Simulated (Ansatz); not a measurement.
The system is W.

```
W
1.0
     0.00000    2.03000    2.03000
     2.03000    0.00000    2.03000
     2.03000    2.03000    0.00000
W
1
Direct
  0.00000 0.00000 0.00000
```

This isn't the form of W at room conditions, which is bcc.

Program: Ansatz 0.2.0. Alike in all runs: cell as given; k mesh 11 × 11 × 11.

Task: Order these runs on this cell by their pressure, lowest first.
A. level LDA; potentials or basis Ansatz PAW; spin non-collinear, ferromagnetic start, SOC; cutoff (eV) 420; smearing gaussian 0.1 eV; driver chain
B. level PBEsol+D4; potentials or basis PseudoDojo PBEsol stringent; spin SOC, no magnetisation; cutoff (eV) 1007; smearing fermi-dirac 0.01 eV; driver chain
C. level PBEsol; potentials or basis Ansatz PAW; spin off; cutoff (eV) 420; smearing gaussian 0.02 eV

Result: A (-17.3 GPa), B (-15.3 GPa), C (-12.8 GPa).

Caveats: so large a pressure means that the cell lies far from this level's equilibrium, or that cutoff or potentials fall short (some runs); the PAW data sets come from PBE, with cores solved anew for the run's functional, which leaves a small shift of forces and pressure (some runs); pairwise dispersion overbinds metals, which lowers pressure and volume (some runs).

Not every run made on this cell is shown here.
